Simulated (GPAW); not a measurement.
# BP (F-43m) in GPAW: settings compared

The runs below take BP through equation of state, band structure, dielectric tensor, with LDA, revPBE, PBEsol.

All numbers are computed with GPAW 26.7.0; they aren't measurements. Logs are shortened: lines on timing, memory, paths and dates and some standing lists are left out, and cuts for length are marked. The log counts tension as positive stress, the text compression.

**The experiment to reproduce.**

From “Equation of state of single-crystal cubic boron phosphide”, 2014, arxiv:1407.1677, for a bulk crystal of BP at 300 K: bulk modulus 179 ± 1 GPa.

The results are compared with them further down.

## Step 1: Starting point

It takes space group F-43m (No. 216, cubic). The conventional cell has a = 4.538 Å, b = 4.538 Å, c = 4.538 Å, α = 90.00°, β = 90.00°, γ = 90.00°. P (site symmetry -43m) has 4 B at 1.97 Å as nearest neighbours. Around B (site symmetry -43m) lie 4 P at 1.97 Å.

## Step 2: Equation of state, LDA

Contents of run.py:

```python
from ase.eos import EquationOfState
from ase.io import Trajectory, read
from ase.units import GPa
from gpaw import GPAW, PW, setup_paths

setup_paths.insert(0, '.')

atoms = read('POSCAR')

traj = Trajectory('eos.traj', 'w')
volumes, energies = [], []
for x in [0.94, 0.96, 0.98, 1.0, 1.02, 1.04, 1.06]:
    a = atoms.copy()
    a.set_cell(atoms.cell * x**(1 / 3), scale_atoms=True)
    calc = GPAW(mode=PW(800),
                xc='LDA',
                kpts={'size': (10, 10, 10), 'gamma': True},
                occupations={'name': 'fermi-dirac', 'width': 0.05},
                setups={'B': 'jth', 'P': 'jth'},
                nbands=-7,
                convergence={'density': 1e-05, 'energy': 1e-05},
                maxiter=150,
                txt=f'eos-{x:.2f}.txt')
    a.calc = calc
    energies.append(a.get_potential_energy(force_consistent=True))
    volumes.append(a.get_volume())
    p = -a.get_stress()[:3].mean() / GPa
    calc.write(f'eos-{x:.2f}.gpw')
    traj.write(a)
    print(f'{x:.2f} {volumes[-1]:10.4f} A^3 {energies[-1]:14.6f} eV {p:9.3f} GPa', flush=True)

v0, e0, B = EquationOfState(volumes, energies, eos='birchmurnaghan').fit()
print(f'V0 = {v0:.4f} A^3, E0 = {e0:.6f} eV, B0 = {B / GPa:.2f} GPa')
```

Contents of POSCAR:

```
BP
1.0
    0.0000000000      2.2690000000      2.2690000000
    2.2690000000      0.0000000000      2.2690000000
    2.2690000000      2.2690000000      0.0000000000
P B
1 1
Direct
    0.7500000000      0.7500000000      0.7500000000
    0.0000000000      0.0000000000      0.0000000000
```

Potentials or basis: JTH PAW 2.0, LDA, pw.

Run with:

```sh
> OMP_NUM_THREADS=1 python run.py
```

The program printed:

```text
__  _  _
 | _ |_)|_||  |
 |__||  | ||/\| - 26.7.0

Input parameters:
  mode=PW(ecut=800.0),
  convergence={'density': 1e-05, 'energy': 1e-05},
  kpts=MonkhorstPack(size=(10, 10, 10), gamma=True),
  maxiter=150,
  nbands=-7,
  occupations=Occupations(name='fermi-dirac', width=0.05),
  setups={'B': 'jth', 'P': 'jth'},
  xc=XC(name='LDA')

Diagonalizing LCAO Hamiltonian
Converting LCAO to pw mode

                  P

       B

Atoms  # Å, Bohr magnetons
|   | symbol |        x |        y |        z |    initial magnetic moments |
|---|--------|----------|----------|----------|-----------------------------|
| 0 |      P | 3.334021 | 3.334021 | 3.334021 | ( 0.0000,  0.0000,  0.0000) |
| 1 |      B | 0.000000 | 0.000000 | 0.000000 | ( 0.0000,  0.0000,  0.0000) |

Unit cell  # Å
| periodic |        x |        y |        z |  lengths |    angles |
|----------|----------|----------|----------|----------|-----------|
|      yes | 0.000000 | 2.222681 | 2.222681 | 3.143345 | 60.000000 |
|      yes | 2.222681 | 0.000000 | 2.222681 | 3.143345 | 60.000000 |
|      yes | 2.222681 | 2.222681 | 0.000000 | 3.143345 | 60.000000 |

Number of symmetries: 24
Symmetry operations  # r_c * U_cc + t_c -> r_c
|    | kind |            matrix            |
|----|------|------------------------------|
|  0 |  E   |  1, 0, 0,  0, 1, 0,  0, 0, 1 |
|  1 |  σ   |  1, 0, 0,  0, 0, 1,  0, 1, 0 |
|  2 |  σ   |  1, 0,-1,  0, 1,-1,  0, 0,-1 |
|  3 |  C3  |  1, 0,-1,  0, 0,-1,  0, 1,-1 |
|  4 |  C3  |  1,-1, 0,  0,-1, 1,  0,-1, 0 |
|  5 |  σ   |  1,-1, 0,  0,-1, 0,  0,-1, 1 |
|  6 |  σ   |  0, 1, 0,  1, 0, 0,  0, 0, 1 |
|  7 |  C3  |  0, 1, 0,  0, 0, 1,  1, 0, 0 |
|  8 |  C2  |  0, 1,-1,  1, 0,-1,  0, 0,-1 |
|  9 |  S4  |  0, 1,-1,  0, 0,-1,  1, 0,-1 |
| 10 |  C3  |  0, 0, 1,  1, 0, 0,  0, 1, 0 |
| 11 |  σ   |  0, 0, 1,  0, 1, 0,  1, 0, 0 |
| 12 |  S4  |  0, 0,-1,  1, 0,-1,  0, 1,-1 |
| 13 |  C3  |  0, 0,-1,  0, 1,-1,  1, 0,-1 |
| 14 |  S4  |  0,-1, 1,  1,-1, 0,  0,-1, 0 |
| 15 |  C2  |  0,-1, 1,  0,-1, 0,  1,-1, 0 |
| 16 |  C3  |  0,-1, 0,  1,-1, 0,  0,-1, 1 |
| 17 |  S4  |  0,-1, 0,  0,-1, 1,  1,-1, 0 |
| 18 |  S4  | -1, 1, 0, -1, 0, 1, -1, 0, 0 |
| 19 |  C3  | -1, 1, 0, -1, 0, 0, -1, 0, 1 |
| 20 |  C3  | -1, 0, 1, -1, 1, 0, -1, 0, 0 |
| 21 |  S4  | -1, 0, 1, -1, 0, 0, -1, 1, 0 |
| 22 |  σ   | -1, 0, 0, -1, 1, 0, -1, 0, 1 |
| 23 |  C2  | -1, 0, 0, -1, 0, 1, -1, 1, 0 |

BZ-sampling:
  Number of BZ points: 1000
  Number of IBZ points: 47

  Monkhorst-Pack size: [10, 10, 10]
  Monkhorst-Pack shift: [0.05, 0.05, 0.05]

K-points  # in reciprocal-cell coordinates
|     |                                coordinates |     weight |
|-----|--------------------------------------------|------------|
|   0 | (  0.00000000,   0.00000000,   0.00000000) | 0.00100000 |
|   1 | (  0.10000000,   0.10000000,   0.00000000) | 0.00600000 |
|   2 | (  0.10000000,   0.10000000,   0.10000000) | 0.00800000 |
|   3 | (  0.20000000,   0.10000000,   0.10000000) | 0.01200000 |
|   4 | (  0.20000000,   0.20000000,   0.00000000) | 0.00600000 |
|   5 | (  0.20000000,   0.20000000,   0.10000000) | 0.02400000 |
|   6 | (  0.20000000,   0.20000000,   0.20000000) | 0.00800000 |
|   7 | (  0.30000000,   0.20000000,   0.10000000) | 0.02400000 |
|   8 | (  0.30000000,   0.20000000,   0.20000000) | 0.02400000 |
|   9 | (  0.30000000,   0.30000000,   0.00000000) | 0.00600000 |
| ... |                                            |            |
|  46 | (  0.50000000,   0.50000000,   0.50000000) | 0.00400000 |

Plane wave coefficients: 1158
Cutoff: 800.0 eV

Spin-components: 1 (collinear spins)
Bands:           11
Projectors:      8
Spin-degeneracy: 2
Datatype:        complex128

Parallelization:
  kpt:    1
  domain: 1
  band:   1

Density:
  Valence electrons: 8.0
  Components: 1
  Grid points: [21 21 21]
  Charge: 0.0  # |e|

Potential:
  Grid points: [21 21 21]

species:
  P:
    name:    Phosphorus
    Z:       15.0
    valence: 5
    core:    10
    charge:  0.0  # [|e|]
    compensation charges:
      type: sinc
      rc: 0.85  # [Å]
      lmax: 2
    cutoffs:
      filter: 0.85  # [Å]
      core: 1.86  # [Å]
    projectors
    | kind |    occ | energy [eV] | rcut [Å] |
    |------|--------|-------------|----------|
    |   3s |  2.000 |     -14.017 |    0.851 |
    |    s |        |      40.817 |    0.851 |
    |   3p |  3.000 |      -5.597 |    0.851 |
    |    p |        |      40.817 |    0.851 |

    Using partial waves for P as LCAO basis

  B:
    name:    Boron
    Z:       5.0
    valence: 3
    core:    2
    charge:  0.0  # [|e|]
    compensation charges:
      type: sinc
      rc: 0.74  # [Å]
      lmax: 2
    cutoffs:
      filter: 0.90  # [Å]
      core: 1.44  # [Å]
    projectors
    | kind |    occ | energy [eV] | rcut [Å] |
    |------|--------|-------------|----------|
    |   2s |  2.000 |      -9.384 |    0.794 |
    |    s |        |      40.817 |    0.794 |
    |   2p |  1.000 |      -3.715 |    0.903 |
    |    p |        |      40.817 |    0.903 |

    Using partial waves for B as LCAO basis

Reference energy: -9935.942702  # eV

eigensolver:
  PPCG
  Converge bands: occupied
  niter=2

density mixing:
  MSR1-Mixer
  Pratt-step length: 0.05
  Maximum mixing coefficient: 0.75
  Old densities: 10
  SVD Regularization: 0.005
  Good broyden scale: 1.0
  Trust region scale: 1.0
  Backstep threshold: 4.0
  History deletion threshold: 6.0
  Fourier metric: weight=20.0, sigma=0.015

occupation numbers:
  Fermi-Dirac:
    width: 0.0500  # eV

poisson solver:
  ecut: 6400.0  # eV

xc functional:
  name: None

convergence criteria:
- Maximum integral of absolute [dens]ity change: 1e-05 electrons / valence electron
- Maximum [total energy] change in last 3 cyles: 1e-05 eV / valence electron
- Maximum integral of absolute [eigenst]ate change: 4e-08 eV^2 / valence electron
maximum number of iterations: 150

SCF iterations
|iter     | |      energy | eigst |  dens |
|---------|-|-------------|-------|-------|
|iter:   1| |  -15.322672 | +0.40 |       |
|iter:   2| |  -15.188123 | -1.32 | -0.67 |
|iter:   3| |  -14.499414 | -1.22 | -0.71 |
|iter:   4| |  -14.489987 | -2.74 | -1.42 |
|iter:   5| |  -14.489901 | -4.00 | -1.91 |
|iter:   6| |  -14.489918 | -5.37 | -2.52 |
|iter:   7| |  -14.489919c| -7.24 | -3.88 |
|iter:   8| |  -14.489919c| -7.90c| -4.31 |
|iter:   9| |  -14.489919c| -8.99c| -5.89c|

Converged in 9 steps
Energy contributions relative to reference atoms: (reference = -9935.942702)

Energy contributions:
  Kinetic:          17.908621
  Coulomb:         -14.784692
  Zero:             -0.296771
  External:          0.000000
  Xc:              -17.317076
  Entropy:          -0.000000
  Spinorbit:         0.000000
  ----------------------------
  Free energy:     -14.489919
  Extrapolated:    -14.489919

dipole moment: (-3.196777, -3.196777, -3.196777)  # |e|*Ang

Fermi level: 8.400
Eigenvalues  # (at kpt = [0.000, 0.000, 0.000])
| band index |      eig [eV] | occ [0-2] |
|------------|---------------|-----------|
|          0 |        -8.099 |     2.000 |
|          1 |         7.858 |     2.000 |
|          2 |         7.858 |     2.000 |
|          3 |         7.858 |     2.000 |
|          4 |        11.340 |     0.000 |
|          5 |        11.340 |     0.000 |
|          6 |        11.340 |     0.000 |
|          7 |        16.161 |     0.000 |
|          8 |        19.578 |     0.000 |
|          9 |        20.113 |     0.000 |
|         10 |        20.113 |     0.000 |

Gap: 1.122 eV
Transition (v -> c):
  (s=0, k=0, n=3, [0.00, 0.00, 0.00]) -> (s=0, k=24, n=4, [0.40, 0.40, 0.00])
Direct/indirect transitions are different
Direct gap: 3.482 eV
Transition at: (s=0, k=0, n=3, [0.00, 0.00, 0.00])

Stress tensor  # eV/Ang^3
|         x |         y |         z |
|-----------|-----------|-----------|
| -0.032282 | -0.000000 |  0.000000 |
| -0.000000 | -0.032282 |  0.000000 |
|  0.000000 |  0.000000 | -0.032282 |

# Writing to eos-0.94.gpw (mode='')
```

Run time: 42 s. Hardware: 1 thread of AMD EPYC 9R45 (Zen 5), shared host; peak memory 0.23 GiB.

Results:

```yaml
Equilibrium_volume: 11.29 Å³/atom
Bulk_modulus: 178 GPa
Pressure_derivative_of_the_bulk_modulus: 4.0
```

Energy against volume, from the lowest point:
```csv
volume (Å³/atom),energy (meV/atom)
10.981,4.76
11.214,0.00
11.448,0.83
11.682,6.64
11.915,17.03
12.149,31.49
12.383,49.61
```

Caveat: the program truncates these outside data sets.

## Step 3: Band structure, revPBE

Contents of run.py:

```python
from ase.dft.bandgap import bandgap
from ase.io import write
from ase.spacegroup import crystal
from ase.units import GPa
from gpaw import GPAW, PW

# P 4c
# B 4a
atoms = crystal(['P', 'B'],
                basis=[[0.25, 0.25, 0.25],
                       [0.0, 0.0, 0.0]],
                spacegroup=216, setting=1,  # F-43m
                cellpar=[4.538, 4.538, 4.538, 90.0, 90.0, 90.0],
                primitive_cell=True)

calc = GPAW(mode=PW(800),
            xc='revPBE',
            kpts={'size': (10, 10, 10), 'gamma': True},
            occupations={'name': 'fermi-dirac', 'width': 0.05},
            nbands=11,
            convergence={'density': 1e-05, 'energy': 1e-05},
            maxiter=150,
            txt='gpaw.txt')
atoms.calc = calc
energy = atoms.get_potential_energy()
forces = atoms.get_forces()
stress = atoms.get_stress()
calc.write('gs.gpw')
write('result.traj', atoms)
print(f'Energy: {energy:.6f} eV')
print('Forces (eV/A):')
print(forces.round(4))
print('Stress (GPa):', (stress / GPa).round(3))
print('Fermi level:', round(calc.get_fermi_level(), 4), 'eV')
print(f'Gap: {bandgap(calc)[0]:.4f} eV, direct: {bandgap(calc, direct=True)[0]:.4f} eV')

path = atoms.cell.bandpath('GXWKGLUWLK,UX', npoints=80, eps=1e-4)
bs_calc = calc.fixed_density(kpts=path, symmetry='off', nbands=19,
                             convergence={'bands': 'CBM+6.0', 'eigenstates': 1e-6}, txt='bands.txt')
bs = bs_calc.band_structure()
bs.write('bs.json')
print(f'Gap on the path: {bandgap(bs_calc)[0]:.4f} eV')
```

Potentials or basis: the program's PAW data sets (release 1.2.1) made for this functional, pw.

Run with:

```sh
> OMP_NUM_THREADS=1 python run.py
```

gpaw.txt:

```text
__  _  _
 | _ |_)|_||  |
 |__||  | ||/\| - 26.7.0

Input parameters:
  mode=PW(ecut=800.0),
  convergence={'density': 1e-05, 'energy': 1e-05},
  kpts=MonkhorstPack(size=(10, 10, 10), gamma=True),
  maxiter=150,
  nbands=11,
  occupations=Occupations(name='fermi-dirac', width=0.05),
  xc=XC(name='revPBE')

Diagonalizing LCAO Hamiltonian
Converting LCAO to pw mode

           P
       B

Atoms  # Å, Bohr magnetons
|   | symbol |        x |        y |        z |    initial magnetic moments |
|---|--------|----------|----------|----------|-----------------------------|
| 0 |      P | 1.134500 | 1.134500 | 1.134500 | ( 0.0000,  0.0000,  0.0000) |
| 1 |      B | 0.000000 | 0.000000 | 0.000000 | ( 0.0000,  0.0000,  0.0000) |

Unit cell  # Å
| periodic |        x |        y |        z |  lengths |    angles |
|----------|----------|----------|----------|----------|-----------|
|      yes | 0.000000 | 2.269000 | 2.269000 | 3.208851 | 60.000000 |
|      yes | 2.269000 | 0.000000 | 2.269000 | 3.208851 | 60.000000 |
|      yes | 2.269000 | 2.269000 | 0.000000 | 3.208851 | 60.000000 |

Number of symmetries: 24
Symmetry operations  # r_c * U_cc + t_c -> r_c
|    | kind |            matrix            |
|----|------|------------------------------|
|  0 |  E   |  1, 0, 0,  0, 1, 0,  0, 0, 1 |
|  1 |  σ   |  1, 0, 0,  0, 0, 1,  0, 1, 0 |
|  2 |  σ   |  1, 0,-1,  0, 1,-1,  0, 0,-1 |
|  3 |  C3  |  1, 0,-1,  0, 0,-1,  0, 1,-1 |
|  4 |  C3  |  1,-1, 0,  0,-1, 1,  0,-1, 0 |
|  5 |  σ   |  1,-1, 0,  0,-1, 0,  0,-1, 1 |
|  6 |  σ   |  0, 1, 0,  1, 0, 0,  0, 0, 1 |
|  7 |  C3  |  0, 1, 0,  0, 0, 1,  1, 0, 0 |
|  8 |  C2  |  0, 1,-1,  1, 0,-1,  0, 0,-1 |
|  9 |  S4  |  0, 1,-1,  0, 0,-1,  1, 0,-1 |
[... 148 lines left out ...]
|iter:   1| |  -12.805251 | +0.12 |       |
|iter:   2| |  -12.701338 | -2.14 | -0.71 |
|iter:   3| |  -12.240228 | -1.50 | -0.75 |
|iter:   4| |  -12.235886 | -3.02 | -1.44 |
|iter:   5| |  -12.236163 | -4.06 | -1.94 |
|iter:   6| |  -12.236204 | -5.49 | -2.63 |
|iter:   7| |  -12.236205c| -7.02 | -3.68 |
|iter:   8| |  -12.236205c| -8.22c| -4.25 |
|iter:   9| |  -12.236205c| -9.02c| -5.45c|

Converged in 9 steps
Energy contributions relative to reference atoms: (reference = -9976.168982)

Energy contributions:
  Kinetic:          13.872093
  Coulomb:         -12.132755
  Zero:             -0.023845
  External:          0.000000
  Xc:              -13.951698
  Entropy:          -0.000000
  Spinorbit:         0.000000
  ----------------------------
  Free energy:     -12.236205
  Extrapolated:    -12.236205

dipole moment: (-10.597865, -10.597865, -10.597865)  # |e|*Ang

Fermi level: 8.894
Eigenvalues  # (at kpt = [0.000, 0.000, 0.000])
| band index |      eig [eV] | occ [0-2] |
|------------|---------------|-----------|
|          0 |        -7.197 |     2.000 |
|          1 |         8.284 |     2.000 |
|          2 |         8.284 |     2.000 |
|          3 |         8.284 |     2.000 |
|          4 |        11.689 |     0.000 |
|          5 |        11.689 |     0.000 |
|          6 |        11.689 |     0.000 |
|          7 |        15.702 |     0.000 |
|          8 |        19.940 |     0.000 |
|          9 |        20.284 |     0.000 |
|         10 |        20.284 |     0.000 |

Gap: 1.257 eV
Transition (v -> c):
  (s=0, k=0, n=3, [0.00, 0.00, 0.00]) -> (s=0, k=24, n=4, [0.40, 0.40, 0.00])
Direct/indirect transitions are different
Direct gap: 3.405 eV
Transition at: (s=0, k=0, n=3, [0.00, 0.00, 0.00])

Forces  # eV/Ang
|       x |       y |        z |
|---------|---------|----------|
| 0.00000 | 0.00000 | -0.00000 |  # P    0
| 0.00000 | 0.00000 |  0.00000 |  # B    1

Stress tensor  # eV/Ang^3
|         x |         y |         z |
|-----------|-----------|-----------|
| -0.022090 |  0.000000 |  0.000000 |
|  0.000000 | -0.022090 | -0.000000 |
|  0.000000 | -0.000000 | -0.022090 |

# Writing to gs.gpw (mode='')
```

stdout:

```text
Energy: -12.236205 eV
Forces (eV/A):
[[ 0.  0. -0.]
 [ 0.  0.  0.]]
Stress (GPa): [-3.539 -3.539 -3.539 -0.     0.     0.   ]
Fermi level: 8.8938 eV
Gap: 1.2570 eV, direct: 3.4050 eV
Gap on the path: 1.2529 eV
```

Run time: 13 s. Hardware: 1 thread of AMD EPYC 9R45 (Zen 5), shared host; peak memory 0.22 GiB.

What came out:

* Free energy: -12.2362 eV
* Pressure: 3.5 GPa
* Band gap on the k mesh: 1.26 eV, indirect (least direct gap 3.41 eV)
* Band gap along the path: 1.25 eV, indirect (least direct gap 3.40 eV)

Levels at the corners of the path, in eV from the valence-band top:
```csv
point,band 1,band 2,band 3,band 4,band 5,band 6,band 7,band 8
Γ,-15.48,0.00,0.00,0.00,3.40,3.40,3.40,7.42
X,-10.61,-8.62,-4.12,-4.12,1.34,1.69,12.14,12.14
W,-10.34,-8.10,-5.68,-5.47,5.36,6.79,7.28,7.45
K,-10.62,-8.20,-6.22,-3.51,2.17,6.03,9.75,10.63
Γ,-15.48,0.00,0.00,0.00,3.40,3.40,3.40,7.42
L,-12.15,-9.05,-1.76,-1.76,3.79,4.71,4.71,10.23
U,-10.62,-8.20,-6.22,-3.51,2.17,6.03,9.75,10.63
W,-10.34,-8.10,-5.68,-5.47,5.36,6.79,7.28,7.45
L,-12.15,-9.05,-1.76,-1.76,3.79,4.71,4.71,10.23
K,-10.62,-8.20,-6.22,-3.51,2.17,6.03,9.75,10.63
U,-10.62,-8.20,-6.22,-3.51,2.17,6.03,9.75,10.63
X,-10.61,-8.62,-4.12,-4.12,1.34,1.69,12.14,12.14
```

## Step 4: Band structure, PBEsol, 10.77 Å³/atom

Edit run.py of step 3 so:

```diff
@@ -1,18 +1,19 @@
+from ase import Atoms
 from ase.dft.bandgap import bandgap
 from ase.io import write
-from ase.spacegroup import crystal
 from ase.units import GPa
-from gpaw import GPAW, PW
+from gpaw import GPAW, PW, setup_paths
 
-# P 4c
-# B 4a
-atoms = crystal(['P', 'B'],
-                basis=[[0.25, 0.25, 0.25],
-                       [0.0, 0.0, 0.0]],
-                spacegroup=216, setting=1,  # F-43m
-                cellpar=[4.538, 4.538, 4.538, 90.0, 90.0, 90.0],
-                primitive_cell=True)
+setup_paths.insert(0, '.')
+
+atoms = Atoms(['P', 'B'],
+              cell=[[0.0, 2.17824, 2.269],
+                    [2.17824, 0.0, 2.269],
+                    [2.17824, 2.17824, 0.0]],
+              scaled_positions=[[0.75, 0.75, 0.75],
+                                [0.0, 0.0, 0.0]],
+              pbc=True)
 
 calc = GPAW(mode=PW(800),
-            xc='revPBE',
+            xc='PBEsol',
             kpts={'size': (10, 10, 10), 'gamma': True},
@@ -36,3 +37,3 @@
 
-path = atoms.cell.bandpath('GXWKGLUWLK,UX', npoints=80, eps=1e-4)
+path = atoms.cell.bandpath('GXYSGZS1NPY1Z,XP', npoints=80, eps=1e-4)
 bs_calc = calc.fixed_density(kpts=path, symmetry='off', nbands=19,
```

Potentials or basis: PAW data sets generated in the run's folder for this functional, pw.

Run with:

```sh
> gpaw-setup -f PBEsol B P
> OMP_NUM_THREADS=1 python run.py
```

Run time: 43 s. Hardware: 1 thread of Arm Neoverse V1, shared host; peak memory 0.23 GiB.

It converged, with:

```
Free energy             : -13.6166 eV
Pressure                : 13.8 GPa
Band gap on the k mesh  : 0.71 eV, indirect (least direct gap 3.29 eV)
Band gap along the path : 0.71 eV, indirect (least direct gap 3.29 eV)
```

Caveat: the density grid can change from cell to cell, which puts small steps into energies and stress.

## Step 5: Band structure, PBEsol, 11.22 Å³/atom

Edit run.py of step 4 so:

```diff
@@ -9,5 +9,5 @@
 atoms = Atoms(['P', 'B'],
-              cell=[[0.0, 2.17824, 2.269],
-                    [2.17824, 0.0, 2.269],
-                    [2.17824, 2.17824, 0.0]],
+              cell=[[0.0, 2.22362, 2.269],
+                    [2.22362, 0.0, 2.269],
+                    [2.22362, 2.22362, 0.0]],
               scaled_positions=[[0.75, 0.75, 0.75],
```

Run with:

```sh
> gpaw-setup -f PBEsol B P
> OMP_NUM_THREADS=1 python run.py
```

Run time: 43 s. Hardware: 1 thread of Arm Neoverse V1, shared host; peak memory 0.23 GiB.

The run converged. Its results:

```
Free energy             : -13.6875 eV
Pressure                : 5.4 GPa
Band gap on the k mesh  : 0.93 eV, indirect (least direct gap 3.33 eV)
Band gap along the path : 0.93 eV, indirect (least direct gap 3.33 eV)
```

Caveat: the density grid can change from cell to cell, which puts small steps into energies and stress.

(Part 1 of 2 ends here.)
